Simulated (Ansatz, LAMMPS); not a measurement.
# Amorphous Al2O3 at 2.87 g/cm^3 (90 atoms): geometry optimisation

Wanted: the relaxed structure of amorphous Al2O3 at 2.87 g/cm^3 (90 atoms) and its electronic structure.

Calculated with Ansatz 0.2.0; Kohn-Sham DFT, PBE, PAW (set soft_2), plane waves.

Measured values to set the calculation against. The mean number of oxygen atoms around aluminium in anodized alumina glass was determined from the peak areas of a solid-state aluminium NMR spectrum (“Structure of alumina glass”, 2022, PMC8752723): number of O about Al 4.73.

## 1. Starting point

The cell holds 90 atoms: 36 Al and 54 O. Cell: a = 10.206 Å, b = 10.206 Å, c = 10.206 Å, α = 90.0°, β = 90.0°, γ = 90.0°. 90 atoms (36 Al, 54 O) placed at random at 2.87 g/cm³, melted at 5000 K for 10 ps at fixed volume with the Morse and Coulomb pair potential with partial charges (Pedone, Malavasi, Menziani, Cormack and Segre, J. Phys. Chem. B 110, 11780 (2006)). Quenched from 5000 K to 300 K at 50 K/ps and fixed volume, held 5 ps, then minimised at fixed cell. The density is one point of a scan and needn't be that of the real material.

What the set-up can't give: The quench rate of 50 K/ps is many orders above laboratory rates, so the cell is likely richer in defects and strain than a real sample. The network of bonds at the start is that of the classical potential that made the cell. Only the Γ point is sampled in the main run, in a cell whose shortest periodic width is 10 Å.

## 2. The classical run that made the cell

A classical potential makes the cell, at a small fraction of what the same run would cost in DFT.

This step: classical MD, Morse and Coulomb pair potential with partial charges (Pedone, Malavasi, Menziani, Cormack and Segre, J. Phys. Chem. B 110, 11780 (2006)) (LAMMPS 22 Jul 2025 - Update 4).

in.lmp reads:

```
# melt-quench of Al36O54
units metal
atom_style charge
boundary p p p
region box block 0 10.2057 0 10.2057 0 10.2057
create_box 2 box
mass 1 26.9815   # Al
mass 2 15.9990   # O
create_atoms 1 random 36 35828 NULL overlap 1.5 maxtry 2000
create_atoms 2 random 54 35835 NULL overlap 1.5 maxtry 2000
pair_style hybrid/overlay pedone 5.5 coul/long 8.0
pair_coeff * * coul/long
pair_coeff 1 2 pedone 0.361581 1.900442 2.164818 0.9   # Al-O
pair_coeff 2 2 pedone 0.042395 1.379316 3.618701 22   # O-O
set type 1 charge 1.8
set type 2 charge -1.2
kspace_style pppm 1.0e-4
neigh_modify delay 0 every 1 check yes
thermo_style custom step time temp pe press density
thermo_modify norm yes
timestep 0.002
thermo 100
min_style cg
minimize 1e-4 1e-4 200 2000
reset_timestep 0
velocity all create 5000 35829 mom yes dist gaussian
fix lim all nve/limit 0.05
fix lan all langevin 5000 5000 0.2 35830 zero yes
thermo 500
run 1000 post no
unfix lim
unfix lan
thermo 833
fix md all nvt temp 5000 5000 0.2
run 5000 post no
unfix md
thermo 4700
fix md all nvt temp 5000 300 0.2
run 47000 post no
unfix md
thermo 1250
fix md all nvt temp 300 300 0.2
run 2500 post no
unfix md
thermo 100
min_style cg
minimize 0 1e-3 2000 20000
write_dump all custom glass.dump id type xs ys zs modify sort id
```

On the command line:

```console
$ lmp -in in.lmp -log none -nocite
```

Numbers of over 12 decimals in the logs are rounded to 6 here.

The program printed:

```text
LAMMPS (22 Jul 2025 - Update 4)
Created orthogonal box = (0 0 0) to (10.2057 10.2057 10.2057)
Created 36 atoms
Created 54 atoms
PPPM initialization ...
  G vector (1/distance) = 0.38838862
  grid = 12 12 12
  estimated relative force accuracy = 4.028215e-05
   Step          Time           Temp          PotEng         Press         Density
         0   0              0             -2.5709959      678728.78      2.866969
        66   0.132          0             -13.367656     -43213.552      2.866969
Loop time of 0.232254 s on 1 MPI rank(s) for 66 steps with 90 atoms
Minimization stats:
  Stopping criterion = energy tolerance
  Energy initial, next-to-last, final =
     -2.57099592944552  -13.3666718755126   -13.367655922717
  Force two-norm initial, final = 286.20912 2.3993059
  Iterations, force evaluations = 66 78
   Step          Time           Temp          PotEng         Press         Density
[... 12 lines left out ...]
[... 1 line left out ...]
Loop time of 5.29805 s on 1 MPI rank(s) for 5000 steps with 90 atoms
   Step          Time           Temp          PotEng         Press         Density
[... 12 lines left out ...]
Loop time of 66.782 s on 1 MPI rank(s) for 47000 steps with 90 atoms
   Step          Time           Temp          PotEng         Press         Density
[... 2 lines left out ...]
     55000   110            311.60539     -13.5046       -115196.1       2.866969
     55500   111            323.89031     -13.502399     -115349.01      2.866969
Loop time of 4.19948 s on 1 MPI rank(s) for 2500 steps with 90 atoms
   Step          Time           Temp          PotEng         Press         Density
     55500   111            323.89031     -13.502399     -115349.01      2.866969
     55511   111.022        323.89031     -13.539774     -118936.94      2.866969
Loop time of 0.143277 s on 1 MPI rank(s) for 11 steps with 90 atoms
Minimization stats:
  Stopping criterion = linesearch alpha is zero
  Energy initial, next-to-last, final =
     -13.5023986968254  -13.5397736682199  -13.5397736682199
  Force two-norm initial, final = 10.513169 0.434028
  Iterations, force evaluations = 11 55
```

It took 79 s on 1 thread of Intel Xeon at 2.80GHz (Skylake/Cascade Lake), shared host; peak memory 0.63 GiB.

## 3. Single point at the start

A single point comes first, to see the forces before anything moves.

input.yaml reads:

```yaml
crystal:
  lattice:
    - [10.2057, 0.0, 0.0]
    - [0.0, 10.2057, 0.0]
    - [0.0, 0.0, 10.2057]
  atoms:
    - { symbol: Al, position: [0.78834, 0.44451, 0.43145] }
    - { symbol: Al, position: [0.45475, 0.74905, 0.55505] }
    - { symbol: Al, position: [0.1418, 0.77217, 0.05076] }
    - { symbol: Al, position: [0.89806, 0.95559, 0.95615] }
    - { symbol: Al, position: [0.68428, 0.14518, 0.47996] }
    - { symbol: Al, position: [0.66699, 0.89485, 0.38179] }
    - { symbol: Al, position: [0.98958, 0.80398, 0.72195] }
    - { symbol: Al, position: [0.37431, 0.02807, 0.4502] }
    - { symbol: Al, position: [0.7323, 0.67286, 0.61689] }
    - { symbol: Al, position: [0.08269, 0.30588, 0.09292] }
    - { symbol: Al, position: [0.19046, 0.37034, 0.66922] }
    - { symbol: Al, position: [0.50802, 0.31132, 0.13849] }
    - { symbol: Al, position: [0.16413, 0.05394, 0.21407] }
    - { symbol: Al, position: [0.97781, 0.50698, 0.84073] }
    - { symbol: Al, position: [0.19032, 0.78023, 0.45388] }
    - { symbol: Al, position: [0.84907, 0.19529, 0.25183] }
    - { symbol: Al, position: [0.81049, 0.45058, 0.08879] }
    - { symbol: Al, position: [0.42886, 0.4218, 0.85984] }
    - { symbol: Al, position: [0.38407, 0.86302, 0.8671] }
    - { symbol: Al, position: [0.49065, 0.13082, 0.71119] }
    - { symbol: Al, position: [0.61024, 0.01477, 0.1111] }
    - { symbol: Al, position: [0.67882, 0.88128, 0.83662] }
    - { symbol: Al, position: [0.9878, 0.23155, 0.8339] }
    - { symbol: Al, position: [0.84663, 0.7309, 0.14449] }
    - { symbol: Al, position: [0.54235, 0.7468, 0.11775] }
    - { symbol: Al, position: [0.5011, 0.52938, 0.34248] }
    - { symbol: Al, position: [0.23981, 0.66552, 0.7626] }
    - { symbol: Al, position: [0.34167, 0.15751, 0.97472] }
    - { symbol: Al, position: [0.93306, 0.94727, 0.366] }
    - { symbol: Al, position: [0.64977, 0.58331, 0.90622] }
    - { symbol: Al, position: [0.27248, 0.3086, 0.35244] }
    - { symbol: Al, position: [0.06277, 0.53584, 0.26309] }
    - { symbol: Al, position: [0.21027, 0.05594, 0.72603] }
    - { symbol: Al, position: [0.7056, 0.35835, 0.70772] }
    - { symbol: Al, position: [0.34553, 0.55618, 0.07871] }
    - { symbol: Al, position: [0.02894, 0.58319, 0.54283] }
    - { symbol: O, position: [0.44842, 0.62428, 0.2018] }
    - { symbol: O, position: [0.66941, 0.51905, 0.34263] }
    - { symbol: O, position: [0.54575, 0.04775, 0.43652] }
    - { symbol: O, position: [0.47126, 0.59135, 0.95427] }
    - { symbol: O, position: [0.0424, 0.46417, 0.6763] }
    - { symbol: O, position: [0.6962, 0.68332, 0.06538] }
    - { symbol: O, position: [0.90252, 0.70428, 0.59856] }
    - { symbol: O, position: [0.19245, 0.90239, 0.15238] }
    - { symbol: O, position: [0.49596, 0.85541, 0.99194] }
    - { symbol: O, position: [0.84695, 0.28724, 0.76458] }
    - { symbol: O, position: [0.27532, 0.12358, 0.33821] }
    - { symbol: O, position: [0.19904, 0.17528, 0.08082] }
    - { symbol: O, position: [0.85546, 0.88667, 0.7989] }
    - { symbol: O, position: [0.58382, 0.87514, 0.23033] }
    - { symbol: O, position: [0.72835, 0.95751, 0.99424] }
    - { symbol: O, position: [0.13143, 0.64636, 0.36883] }
    - { symbol: O, position: [0.07659, 0.89964, 0.42796] }
    - { symbol: O, position: [0.83451, 0.82606, 0.28732] }
    - { symbol: O, position: [0.56813, 0.98929, 0.76699] }
    - { symbol: O, position: [0.34791, 0.07907, 0.61606] }
    - { symbol: O, position: [0.18557, 0.60783, 0.10488] }
    - { symbol: O, position: [0.94904, 0.49196, 0.41906] }
    - { symbol: O, position: [0.30902, 0.02182, 0.87038] }
    - { symbol: O, position: [0.14922, 0.37874, 0.242] }
    - { symbol: O, position: [0.61817, 0.22298, 0.62428] }
    - { symbol: O, position: [0.13634, 0.21328, 0.74017] }
    - { symbol: O, position: [0.74056, 0.49375, 0.59672] }
    - { symbol: O, position: [0.28872, 0.48784, 0.77312] }
    - { symbol: O, position: [0.37604, 0.38565, 0.03515] }
    - { symbol: O, position: [0.3473, 0.85553, 0.46095] }
    - { symbol: O, position: [0.48301, 0.14395, 0.0796] }
    - { symbol: O, position: [0.79303, 0.00959, 0.45108] }
    - { symbol: O, position: [0.63068, 0.78179, 0.51695] }
    - { symbol: O, position: [0.67219, 0.70832, 0.78124] }
    - { symbol: O, position: [0.9688, 0.10255, 0.93819] }
    - { symbol: O, position: [0.96447, 0.82189, 0.04823] }
    - { symbol: O, position: [0.16492, 0.68712, 0.60667] }
    - { symbol: O, position: [0.41586, 0.24368, 0.82645] }
    - { symbol: O, position: [0.44528, 0.59857, 0.48376] }
    - { symbol: O, position: [0.2394, 0.34956, 0.51126] }
    - { symbol: O, position: [0.779, 0.2717, 0.40198] }
    - { symbol: O, position: [0.10649, 0.92736, 0.71649] }
    - { symbol: O, position: [0.39319, 0.76886, 0.71458] }
    - { symbol: O, position: [0.43355, 0.36457, 0.29197] }
    - { symbol: O, position: [0.71487, 0.11002, 0.20706] }
    - { symbol: O, position: [0.98955, 0.08446, 0.26209] }
    - { symbol: O, position: [0.65103, 0.3883, 0.09619] }
    - { symbol: O, position: [0.25043, 0.761, 0.9136] }
    - { symbol: O, position: [0.91772, 0.57435, 0.16698] }
    - { symbol: O, position: [0.03482, 0.6659, 0.82633] }
    - { symbol: O, position: [0.82272, 0.51242, 0.92097] }
    - { symbol: O, position: [0.59405, 0.43675, 0.81016] }
    - { symbol: O, position: [0.91064, 0.3155, 0.14726] }
    - { symbol: O, position: [0.04988, 0.37331, 0.93534] }
kpoints:
  mp_grid: { grid: [1, 1, 1] }
hamiltonian:
  xc: pbe
scf:
  occupations: { method: fermi_dirac, width: 0.025 }
output:
  forces: true
```

On the command line:

```console
$ ansatz run input.yaml --threads 4 --pin off --max-ram 8192MiB --backend cpu --events-out ev --progress --plain --runs-dir out
```

The program printed:

```text
Engine: ansatz 0.2.0, aarch64-unknown-linux-gnu
Pseudopotentials: kind: paw
Pseudopotential: Al, paw, valence charge 3, recommended cutoff 420 eV (normal), Al.paw.azcp
Pseudopotential: O, paw, valence charge 6, recommended cutoff 420 eV (normal), O.paw.azcp
Functional definition: PBE
  parameter kappa = 0.804
  parameter beta = 0.066725
  exchange = pbe_x(kappa = kappa, mu = beta*pi^2/3)
  correlation = pbe_c(beta = beta)
Crystal: 90 atoms, lattice volume = 1062.988 Å³
Basis set: ecut = 420 eV, 20719 PW (Γ), exchange–correlation on 144×144×144 points (8 copies of the dense FFT grid, shifted against one another)
Bands: 306, of which v1, the nominal top of the filled ones, is band 216 counted from 1 (215 counted from 0)
Symmetry: 1 space group operations
Space group: P1 (ITA 1), of the structure as read, at distance tolerance 1.0e-4 Å
k-points: 1
Non-local potential: Al, projectors of the file, l = 0: 2, l = 1: 2, l = 2: 1
Non-local potential: O, projectors of the file, l = 0: 2, l = 1: 2, l = 2: 1
PAW form: soft (Blöchl's): semilocal exchange-correlation on the pseudo side does not see the compensation charge
PAW one-centre angular grid: Al, 110 points (default); XC on 64 Gauss nodes
PAW one-centre angular grid: O, 110 points (default); XC on 64 Gauss nodes
Initial density: superposition of atomic densities (neutral atoms: chi_scale 0, normalization atom), corrected by the library's trained network
Initial wavefunctions: pseudopotential atomic-orbital guess
Functional: x = pbe(κ = 0.804, μ = 0.219515), c = pbe(β = 0.066725)
SCF iter   1: F=—  HF=-50113.208499 eV  |F-HF|=—  |Δ(HF+E_count)|=         —  Δρ=2.12e-3  dr2=6.20e-2  ethr=1.77e-3  ⟨swp⟩=6.0  Hψ=1372  notcnv=0  defer=37
preconditioner: auto → Resta (q_TF=auto, 2.348 Å⁻¹)  ε∞=3.4  [insulator: Δε(μ)=3.267 eV  Ē_g=15.296 eV  σ=0.025 eV  W_gap=1.00  n_scr=250 (ndim 8)  ℏωp=23.7 eV  f_vac=0.055  D(μ)=0.00/eV (n_scr^D=0)  ε∞_Penn≈3.4]
SCF iter   2: F=—  HF=-50113.205286 eV  |F-HF|=—  |Δ(HF+E_count)|=   3.21e-3  Δρ=1.19e-3  dr2=1.55e-2  ethr=1.43e-5  ⟨swp⟩=2.0  Hψ=575  notcnv=0  defer=83
SCF iter   3: F=—  HF=-50113.208048 eV  |F-HF|=—  |Δ(HF+E_count)|=   2.76e-3  Δρ=5.24e-4  dr2=4.30e-3  ethr=3.58e-6  ⟨swp⟩=2.0  Hψ=406  notcnv=0  defer=27
automatic band count: iteration 3 solves 250 bands in place of 306: the levels show a gap, and the empty bands left out lie too high to hold charge; the band table lists the bands solved (type scf.n_extra_bands for more)
SCF iter   4: F=—  HF=-50113.208148 eV  |F-HF|=—  |Δ(HF+E_count)|=   1.00e-4  Δρ=1.45e-4  dr2=2.30e-4  ethr=9.96e-7  ⟨swp⟩=2.0  Hψ=391  notcnv=0  defer=27
SCF iter   5: F=—  HF=-50113.208180 eV  |F-HF|=—  |Δ(HF+E_count)|=   3.21e-5  Δρ=9.41e-5  dr2=7.39e-5  ethr=5.33e-8  ⟨swp⟩=2.0  Hψ=411  notcnv=0  defer=27
SCF iter   6: F=—  HF=-50113.209201 eV  |F-HF|=—  |Δ(HF+E_count)|=   1.02e-3  Δρ=2.56e-5  dr2=6.73e-6  ethr=1.71e-8  ⟨swp⟩=2.0  Hψ=430  notcnv=0  defer=27
SCF iter   7: F=—  HF=-50113.209204 eV  |F-HF|=—  |Δ(HF+E_count)|=   3.24e-6  Δρ=7.55e-6  dr2=6.57e-7  ethr=1.56e-9  ⟨swp⟩=2.0  Hψ=393  notcnv=0  defer=27
SCF iter   8: F=—  HF=-50113.209205 eV  |F-HF|=—  |Δ(HF+E_count)|=   6.73e-7  Δρ=6.51e-6  dr2=3.55e-7  ethr=2.31e-11  ⟨swp⟩=5.0  Hψ=903  notcnv=0
SCF iter   9: F=-50113.209205 eV  HF=-50113.209205 eV  |F-HF|=1.39e-8  |Δ(HF+E_count)|=   3.13e-8  Δρ=1.17e-6  dr2=1.46e-8  ethr=2.31e-11  ⟨swp⟩=2.0  Hψ=866  notcnv=0
SCF 1 converged in 9 iterations: F = -50113.209205 eV  dr2 = 1.46e-8
  greatest PAW one-centre occupation: 0.862 electrons in one spin orbital (limit 2), on the O atom at site 52 (counted from 0), in its partial waves of l = 0
SCF converged after 9 iterations
Free energy (F): -50113.209205 eV
Harris-Foulkes:  -50113.209205 eV  (|F-HF|=1.39e-8)
Internal energy: -50113.209205 eV  (E = F + TS)
E sigma→0 (E₀):  -50113.209205 eV
Fermi energy:    6.217740 eV
--- Per-component energies (eV) ---
  E_band       = -992.457654
  E_kinetic    = 10505.234913
  E_local      = -24592.628031  (includes V_loc(G=0)·N_el)
  E_nonlocal   = 2936.076748
  E_hartree    = 9226.193451
  E_xc         = -5466.422790
  E_vxc        = -6193.512454  (∫ρ·V_xc dr)
  E_paw        = -25397.072627  (= ΣΔE_a)
  E_vpaw       = -2100.147733  (= ΣTr[D̂ρ^β])
  E_aug_tail   = 0.135985  (compensation charges beyond the density's cutoff)
  E_ewald      = -17324.726854
  E_smearing   = -0.000000  (= −TS)
  E_closure    = 0.000000  (closes the sum)
  Σ components = -50113.209205   (vs F -50113.209205, Δ=0.00e0)
--- Forces (eV/Å), atoms counted from 1 ---
  atom   1  Al    -0.68907978    -0.02534888     0.24948717
  atom   2  Al     0.44911469    -0.13007878    -0.37779232
  atom   3  Al    -0.09603988     0.43338797     0.27422438
  atom   4  Al    -0.27223355    -0.13995342    -0.29190919
  atom   5  Al     0.04752369     0.12992261    -0.13541270
  atom   6  Al     0.73923303     0.21777923     0.00522976
  atom   7  Al    -0.17858202    -0.19319245     0.05577496
  atom   8  Al    -0.07231086     0.15040657     0.22464266
  atom   9  Al    -0.05339753    -0.34386451    -0.06420614
  atom  10  Al    -0.30424941    -0.05486019    -0.03078078
  atom  11  Al    -0.02754708     0.13545468     0.18027623
  atom  12  Al     0.26177680     0.17887929    -0.16098528
  atom  13  Al    -0.49547778    -0.10361670     0.09812228
  atom  14  Al    -0.12094025    -0.26439410    -0.32837259
[...]
atom  89  O      0.59009101     0.31370501    -0.32236620
  atom  90  O      0.20910310    -0.01999209    -0.18276590
  max |Σ_I F_I| component: 7.09e-5 eV/Å
```

Run time: 10 s. Hardware: 4 threads of Arm Neoverse V1, shared host; peak memory 1.2 GiB; 37 s of CPU time.

Read from the output:

```yaml
free_energy: -50113.2092 eV
free_energy_per_atom: -556.8134 eV/atom
scf_cycles: 9
r_m_s_force_component: 0.3466 eV/Å
longest_force: 1.362 eV/Å
fermi_energy: 6.218 eV
```

The r.m.s. force component of 0.35 eV/Å sets the starting point.

Neighbours are counted within 2.33 Å (O-Al).

Length of the force by element and coordination:

```csv
element,coordination,atoms,mean length of the force (eV/Å),spread,least,most
Al,all,36,0.450,0.185,0.149,0.989
Al,4,30,0.437,0.187,0.149,0.989
Al,5,6,0.515,0.163,0.304,0.771
O,all,54,0.591,0.306,0.150,1.36
O,2,12,0.725,0.276,0.357,1.23
O,3,42,0.552,0.304,0.150,1.36
```

[end of part 1 of 4]

[Logs are printed without paths, hosts, clocks, repeated set-up lines and the standing remarks that a program may print on its own settings, such as how far it seeks lower states.]

[Hosts, paths, dates, database ids (printed as entryN), source tags and the programs' standing remarks are cut or masked in the printed files.]
